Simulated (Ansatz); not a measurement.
**Polymorphs of Be3Se2**

These are results of DFT PBE, scalar-relativistic, plane waves, PAW (Ansatz), not measurements. Settings: cutoff 420 eV, Γ-centred meshes spaced at most about 0.3 Å⁻¹, and about 0.25 Å⁻¹ or finer for metals (2π included), Gaussian smearing. No spin polarisation.

Energies over the elements count from the elements' standard structures at the same level, with no fitted energy shifts.

These are static total energies at zero pressure. Only the structures computed here compete, so a lower one can exist. No dispersion correction is applied, so the spacing and binding between layers, chains or molecules are poorly described (R-3c, R-3m, P6/mmm), and this can change margins and order among such cells. Kohn–Sham gaps at this level usually fall short of measured ones. The reference form of Se is held partly by dispersion forces, which this level lacks.

Invented guesses were relaxed alike, and ends that match in structure were merged. ΔE counts from the first row. Coordination counts Se atoms around Be (those within 1.25 times the shortest such distance or 1.15 times the sum of covalent radii; a slash parts the counts of unlike sites). The ends were matched against large subsets of the Crystallography Open Database and the Materials Project, so a missing match doesn't prove that a structure is unreported.

```csv
#,reached from,type and space group,atoms,Å³/atom,coordination,ΔE (meV/atom),gap on mesh (eV),in databases
1,corundum type (R-3c),R-3c (No. 167),10,23.9,Be 2,0,1.50,no match
2,tetradymite type (R-3m),"anti-tetradymite, R-3m (No. 166)",5,14.4,Be 3/6,323,0.00,no match
3,random cell,P6/mmm (No. 191),5,31.9,Be 2,971,0.00,no match
```

The lowest: Space group R-3c (No. 167), trigonal, a = 4.580 Å, c = 39.446 Å. Around Be lie 2 Be at 2.15 Å and 2 Se at 2.18 Å; Se is surrounded by 3 Be at 2.18 Å. Its energy over the elements is −0.237 eV/atom. A negative formation energy is needed for stability but isn't enough: competing phases decide. An observed structure of this formula, if there is one, may be missing.

```cif
data_structure
_symmetry_space_group_name_H-M 'R-3c:H'
_symmetry_Int_Tables_number 167
_cell_length_a 4.5804
_cell_length_b 4.5804
_cell_length_c 39.4465
_cell_angle_alpha 90.000
_cell_angle_beta 90.000
_cell_angle_gamma 120.000
_cell_volume 716.71
loop_
_atom_site_label
_atom_site_type_symbol
_atom_site_symmetry_multiplicity
_atom_site_Wyckoff_symbol
_atom_site_fract_x
_atom_site_fract_y
_atom_site_fract_z
_atom_site_occupancy
Be1 Be 18 e 0.27131 0.00000 0.25000 1
Se1 Se 12 c 0.33333 0.66667 0.04830 1
```

The second: Space group R-3m (No. 166), trigonal, a = 3.411 Å, c = 21.395 Å. Around Be on a site of symmetry -3m lie 6 Se at 2.45 Å; around Be on a site of symmetry 3m lie 3 Se at 2.34 Å and 3 Be at 2.58 Å; Se is surrounded by 6 Be at 2.34–2.45 Å. Counting Se atoms around Be, the first has Be 2 and the second has Be 3/6. Cells relaxed within their symmetry can be saddle points. Some candidate types were left out of the draw beforehand, so a known form may be missing.

The R-3c ground state of this set has little left of corundum: its coordinates describe separate slabs in which Be forms closed triangles, with Se above and below the Be plane. Charge counting explains the gap. With Se as selenide, each Be3 unit keeps two valence electrons, which can fill one bonding orbital shared by the three atoms; the short Be–Be contacts of 2.15 Å fit such a three-centre bond.

In the anti-tetradymite cell the surplus electrons probably occupy delocalised states, hence the metallic result, and Be, small and inclined to tetrahedral coordination, is poorly suited to a six-fold site. Low coordination by Se is not itself the stabilising factor, since the P6/mmm cell shares it and lies highest. Both metallic cells lie above the elements in energy, so only R-3c is bound relative to them. Even that binding probably doesn't suffice: tetrahedral BeSe plus Be metal would satisfy the ionic and metallic bonding separately, and this decomposition is the decisive test still missing.
